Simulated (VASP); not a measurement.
# V3O (Pm-3m) in VASP: further runs, part 2 of 2

VASP 6.6.1. The steps go on from the part before.

## (4) Single point, PBE (species swapped into the NbZn3 type (Pm-3m, No. 221))

INCAR reads:

```
SYSTEM = V3O
PREC = Accurate
ENCUT = 520
EDIFF = 1E-7
ISMEAR = 0
SIGMA = 0.1
LREAL = .FALSE.
LASPH = .TRUE.
NELM = 100
ALGO = Normal
ISIF = 2
LWAVE = .FALSE.
LCHARG = .FALSE.
GGA = PE
NBANDS = 30
```

KPOINTS reads:

```
regular mesh
0
G
  12 12 12
  0 0 0
```

POSCAR reads:

```
V3O
1.0
    3.6079838663      0.0000000000      0.0000000000
    0.0000000000      3.6079838663      0.0000000000
    0.0000000000      0.0000000000      3.6079838663
V O
3 1
Direct
    0.5000000000      0.0000000000      0.5000000000
    0.0000000000      0.5000000000      0.5000000000
    0.5000000000      0.5000000000      0.0000000000
    0.0000000000      0.0000000000      0.0000000000
```

Potentials or basis: VASP PAW PBE potentials, release 64 (V_sv, O).

Started as:

```
> cat potpaw_PBE.64/V_sv/POTCAR potpaw_PBE.64/O/POTCAR > POTCAR
> mpirun -np 1 vasp_std > vasp.out
```

OUTCAR:

```text
SYSTEM = V3O
   PREC = Accurate
   ENCUT = 520
   EDIFF = 1E-7
   ISMEAR = 0
   LREAL = .FALSE.
   LASPH = .TRUE.
   NELM = 100
   ISIF = 2
   GGA = PE

 ion  position               nearest neighbor table
   1  0.500  0.000  0.500-   2 2.55   3 2.55   3 2.55   2 2.55   3 2.55   3 2.55   2 2.55   2 2.55

   2  0.000  0.500  0.500-   1 2.55   3 2.55   3 2.55   1 2.55   1 2.55   3 2.55   3 2.55   1 2.55

   3  0.500  0.500  0.000-   1 2.55   2 2.55   1 2.55   2 2.55   1 2.55   1 2.55   2 2.55   2 2.55

   4  0.000  0.000  0.000-

  LATTYP: Found a simple cubic cell.
 ALAT       =     3.6079838663

  Lattice vectors:

 A1 = (   3.6079838663,   0.0000000000,   0.0000000000)
 A2 = (   0.0000000000,   3.6079838663,   0.0000000000)
 A3 = (   0.0000000000,   0.0000000000,   3.6079838663)

Analysis of symmetry for initial positions (statically):
=====================================================================
 Subroutine PRICEL returns:
 Original cell was already a primitive cell.

 Routine SETGRP: Setting up the symmetry group for a
 simple cubic supercell.

 Subroutine GETGRP returns: Found 48 space group operations
 (whereof 48 operations were pure point group operations)
 out of a pool of 48 trial point group operations.

The static configuration has the point symmetry O_h .

Analysis of symmetry for dynamics (positions and initial velocities):
=====================================================================
 Subroutine PRICEL returns:
 Original cell was already a primitive cell.

 Routine SETGRP: Setting up the symmetry group for a
 simple cubic supercell.

 Subroutine GETGRP returns: Found 48 space group operations
 (whereof 48 operations were pure point group operations)
 out of a pool of 48 trial point group operations.

The dynamic configuration has the point symmetry O_h .

 Subroutine INISYM returns: Found 48 space group operations
 (whereof 48 operations are pure point group operations),
[... 120 lines left out ...]
     AMIX_MAG =   1.60;   BMIX_MAG =  1.00
  volume/ion in A,a.u.               =      11.74        79.24
  Fermi-wavevector in a.u.,A,eV,Ry     =   1.613917  3.049860 35.439458  2.604727
  Thomas-Fermi vector in A             =   2.708909
   LORBIT       =      0    0 simple, 1 ext, 2 COOP (PROOUT), +10 PAW based schemes
   GGA     = PE    functional components
   LHFCALC =     F    Hartree Fock is set to
   AEXX    =    0.0000 exact exchange contribution
   IVDW    =     0    specifies the selected vdW correction
   LEPSILON=     F    determine dielectric tensor
   LRPA    =     F    only Hartree local field effects (RPA)
 non-spin polarized calculation
 Gauss-broadening in eV      SIGMA  =   0.10
  energy-cutoff  :      520.00
  volume of cell :       46.97
 maximum number of plane-waves:      1328
 NGX is ok and might be reduce to    28
   NGX = 13   NGY = 13   NGZ = 13

 number of electron      44.9999999 magnetization

 Free energy of the ion-electron system (eV)
  ---------------------------------------------------
  ext. energy  EPLUGINS =         0.00000000
  ---------------------------------------------------
  free energy    TOTEN  =       -31.30024627 eV

  energy without entropy =      -31.27802758  energy(sigma->0) =      -31.28913692

 E-fermi :   9.8635     XC(G=0): -12.8065

 val. band max:        9.8547112058   @ k =   0.3333   0.2500   0.0833
 cond. band min:       9.8638739316   @ k =   0.5000   0.2500   0.0000
 fundamental gap:      0.0091627258
 Fermi energy:         9.8635422991

 k-point     1 :       0.0000    0.0000    0.0000
  band No.  band energies     occupation
      1     -54.1521      2.00000
      2     -53.8411      2.00000
      3     -53.8411      2.00000
      4     -28.3233      2.00000
      5     -28.3233      2.00000
      6     -28.3233      2.00000
[... 781 lines left out ...]
     29      12.0475      0.00000
     30      12.1958      0.00000

 [... further k-points ...]

------------------------ aborting loop because EDIFF is reached ----------------------------------------

  FORCE on cell =-STRESS in cart. coord.  units (eV):
  Direction    XX          YY          ZZ          XY          YZ          ZX
  --------------------------------------------------------------------------------------
  -------------------------------------------------------------------------------------
  Total        0.0589663      0.0589663      0.0589663      0.0000000      0.0000000     -0.0000000
  in kB        2.0115020      2.0115020      2.0115020      0.0000000      0.0000000     -0.0000000
  external PRESSURE =       2.0115020 kB  Pullay stress =       0.0000000 kB

 VOLUME and BASIS-vectors are now :
 -----------------------------------------------------------------------------
  energy-cutoff  :      520.00
  volume of cell :       46.97
      direct lattice vectors                 reciprocal lattice vectors
     3.607983866  0.000000000  0.000000000     0.277163102  0.000000000  0.000000000
     0.000000000  3.607983866  0.000000000     0.000000000  0.277163102  0.000000000
     0.000000000  0.000000000  3.607983866     0.000000000  0.000000000  0.277163102

 POSITION                                       TOTAL-FORCE (eV/Angst)
 -----------------------------------------------------------------------------------
      1.80399      0.00000      1.80399         0.000000      0.000000      0.000000
      0.00000      1.80399      1.80399         0.000000      0.000000      0.000000
      1.80399      1.80399      0.00000         0.000000      0.000000      0.000000
      0.00000      0.00000      0.00000         0.000000      0.000000      0.000000
 -----------------------------------------------------------------------------------
    total drift:                                0.000000      0.000000      0.000000

  FREE ENERGIE OF THE ION-ELECTRON SYSTEM (eV)
  ---------------------------------------------------
  free  energy   TOTEN  =       -31.3002462699 eV

  energy  without entropy=      -31.2780275782  energy(sigma->0) =      -31.28913692
```

stdout:

```text
POSCAR found type information on POSCAR V O
 POSCAR found :  2 types and       4 ions
 scaLAPACK will be used
 LDA part: xc-table for (Slater+PW92), standard interpolation
 POSCAR, INCAR and KPOINTS ok, starting setup
 FFT: planning ... GRIDC
 FFT: planning ... GRID_SOFT
 FFT: planning ... GRID
 WAVECAR not read
 entering main loop
```

Wall time 79 s (1 thread of Intel Xeon Platinum 8488C (Sapphire Rapids), shared host); peak memory 0.22 GiB.

What came out:

```yaml
Free_energy: -31.3002 eV
Pressure: 0.2 GPa
Band_gap_on_the_k_mesh: none (metal or under the smearing width)
```

Caveat: an odd number of electrons without spin polarisation forces a metal; a magnetic or distorted state may lie lower; the run has no spin polarisation, though such a crystal can be magnetic; semilocal functionals often make such compounds metallic where correlation or magnetic order opens a gap, which also shifts bond lengths.

## (5) Relaxation of cell and atoms, PBE (species swapped into the NbZn3 type (Pm-3m, No. 221))

INCAR reads:

```
SYSTEM = V3O
ALGO = Normal ; EDIFF = 1E-6
EDIFFG = -0.01 ; ENCUT = 600
GGA = PE ; IBRION = 2
ISIF = 3 ; ISMEAR = 0
LASPH = .True. ; LCHARG = .False.
LREAL = .False. ; LWAVE = .False.
NELM = 80 ; NSW = 100
PREC = Accurate ; SIGMA = 0.1
```

KPOINTS reads:

```
k-points
0
Gamma
  12 12 12
  0 0 0
```

POSCAR reads:

```
V3O
1.0
    3.6115088906      0.0000000000      0.0000000000
    0.0000000000      3.6115088906      0.0000000000
    0.0000000000      0.0000000000      3.6115088906
V O
3 1
Direct
    0.5000000000      0.0000000000      0.5000000000
    0.0000000000      0.5000000000      0.5000000000
    0.5000000000      0.5000000000      0.0000000000
    0.0000000000      0.0000000000      0.0000000000
```

Started as:

```
> cat potpaw_PBE.64/V_sv/POTCAR potpaw_PBE.64/O/POTCAR > POTCAR
> mpirun -np 1 vasp_std > vasp.out
```

Run time: 3 min. Hardware: 1 thread of Intel Xeon Platinum 8488C (Sapphire Rapids), shared host; peak memory 0.24 GiB.

The run converged. Its results:

```
Free energy                            : -31.3013 eV
Relaxed volume                         : 11.75 Å³/atom
Relaxed cell                           : a = 3.609 Å, b = 3.609 Å, c = 3.609 Å, α = 90.00°, β = 90.00°, γ = 90.00°
Space group after relaxing (to 0.05 Å) : Pm-3m (No. 221)
Energy gained by relaxing              : 0.0 meV/atom
Ionic steps                            : 3
Pressure after relaxing                : 0.0 GPa
Band gap on the k mesh                 : none (metal or under the smearing width)
```

Step by step:
```
step  energy change (eV)  largest force (eV/Å)  pressure (GPa)  volume (Å³)
   1              0.0000                0.0000           -0.34        47.10
   2             -0.0001                0.0000            0.22        46.93
   3             -0.0001                0.0000           -0.01        47.01
```

Final structure:
```yaml
crystal:
  lattice:
    - [3.60896, 0.00000, 0.00000]
    - [0.00000, 3.60896, 0.00000]
    - [0.00000, 0.00000, 3.60896]
  atoms:
    - { symbol: V, position: [0.50000, 0.00000, 0.50000] }
    - { symbol: V, position: [0.00000, 0.50000, 0.50000] }
    - { symbol: V, position: [0.50000, 0.50000, 0.00000] }
    - { symbol: O, position: [0.00000, 0.00000, 0.00000] }
```

Levels at points of the mesh, in eV from the Fermi level:
| k point | band 20 | band 21 | band 22 | band 23 | band 24 | band 25 | band 26 | band 27 |
| --- | --- | --- | --- | --- | --- | --- | --- | --- |
| (0.00, 0.00, 0.00) | -2.32 | -2.32 | -2.32 | -1.99 | 1.51 | 1.51 | 1.51 | 2.85 |
| (0.50, 0.00, 0.00) | -0.49 | -0.19 | -0.06 | -0.06 | 0.38 | 0.38 | 0.76 | 1.29 |
| (0.50, 0.50, 0.00) | -1.19 | 0.11 | 0.11 | 0.58 | 0.84 | 0.84 | 1.11 | 1.66 |
| (0.50, 0.50, 0.50) | -1.02 | -0.14 | -0.14 | -0.14 | 1.43 | 1.43 | 1.43 | 1.43 |

Caveat: an odd number of electrons without spin polarisation forces a metal; a magnetic or distorted state may lie lower; the run has no spin polarisation, though such a crystal can be magnetic; semilocal functionals often make such compounds metallic where correlation or magnetic order opens a gap, which also shifts bond lengths.

## (6) Single point, PBE, collinear spin, typed start (species swapped into the NbZn3 type (Pm-3m, No. 221))

INCAR reads:

```
PREC = Accurate
ENCUT = 520
EDIFF = 1E-6
ISMEAR = 0
SIGMA = 0.1
LREAL = False
LASPH = True
NELM = 150
ALGO = Normal
ISIF = 2
LWAVE = False
LCHARG = True
ISPIN = 2
MAGMOM = 2 2 2 0
LORBIT = 11
LMAXMIX = 4
GGA = PE
LELF = True
LVHAR = True
NBANDS = 34
```

KPOINTS reads:

```
regular mesh
0
Gamma
  6 6 6
```

POSCAR is that of step 5.

Potentials or basis: VASP PAW PBE potentials, release 64 (V_sv, O).

Started as:

```
> cat potpaw_PBE.64/V_sv/POTCAR potpaw_PBE.64/O/POTCAR > POTCAR
> mpirun -np 1 vasp_std > vasp.out
```

Run time: 47 s. Hardware: 1 thread of Intel Xeon Platinum 8488C (Sapphire Rapids), shared host; peak memory 0.19 GiB.

It converged, with:

```yaml
Free_energy: -31.2710 eV
Pressure: 0.1 GPa
Band_gap_on_the_k_mesh: none (metal or under the smearing width)
Net_moment: 0.00 μB per cell
Valence_electrons_inside_the_program's_atomic_spheres: V 11.72; O 4.81
```

Levels at points of the mesh, in eV from the Fermi level:
Spin up:
```
           k point  band 21  band 22  band 23  band 24  band 25  band 26
(0.00, 0.00, 0.00)    -2.35    -2.35    -2.03     1.47     1.47     1.47
(0.50, 0.00, 0.00)    -0.23    -0.09    -0.09     0.34     0.34     0.73
(0.50, 0.50, 0.00)     0.08     0.08     0.54     0.80     0.80     1.07
(0.50, 0.50, 0.50)    -0.17    -0.17    -0.17     1.37     1.39     1.39
```
Spin down:
```csv
k point,band 21,band 22,band 23,band 24,band 25,band 26
"(0.00, 0.00, 0.00)",-2.35,-2.35,-2.03,1.47,1.47,1.47
"(0.50, 0.00, 0.00)",-0.23,-0.09,-0.09,0.34,0.34,0.73
"(0.50, 0.50, 0.00)",0.08,0.08,0.54,0.80,0.80,1.07
"(0.50, 0.50, 0.50)",-0.17,-0.17,-0.17,1.37,1.39,1.39
```

Caveat: semilocal functionals often make such compounds metallic where correlation or magnetic order opens a gap, which also shifts bond lengths.

## (7) Overview

| task | spin | cell | k mesh | cutoff (eV) | gap on the mesh (eV) | pressure (GPa) | moment (μB) | relaxed volume (Å³/atom) |
| --- | --- | --- | --- | --- | --- | --- | --- | --- |
| relaxation of cell and atoms | collinear, typed start | relaxed from: species swapped into the NbZn3 type (Pm-3m, No. 221) | 6 × 6 × 6 | 600 | none | -0.1 | 0.00 | 11.78 |
| single point | collinear, typed start | species swapped into the NbZn3 type (Pm-3m, No. 221) | 6 × 6 × 6 | 520 | none | 0.1 | 0.00 | - |
| single point | off | species swapped into the NbZn3 type (Pm-3m, No. 221) | 12 × 12 × 12 | 520 | none | 0.2 | - | - |
| relaxation of cell and atoms | off | relaxed from: species swapped into the NbZn3 type (Pm-3m, No. 221) | 12 × 12 × 12 | 600 | none | 0.0 | - | 11.75 |

Alike in all rows: level PBE; potentials or basis VASP PAW PBE potentials, release 64 (V_sv, O); smearing gaussian 0.1 eV.

Caveats: semilocal functionals often make such compounds metallic where correlation or magnetic order opens a gap, which also shifts bond lengths; an odd number of electrons without spin polarisation forces a metal (some runs); a magnetic or distorted state may lie lower (some runs).

Absolute energies hang on the potentials; compare differences alone.
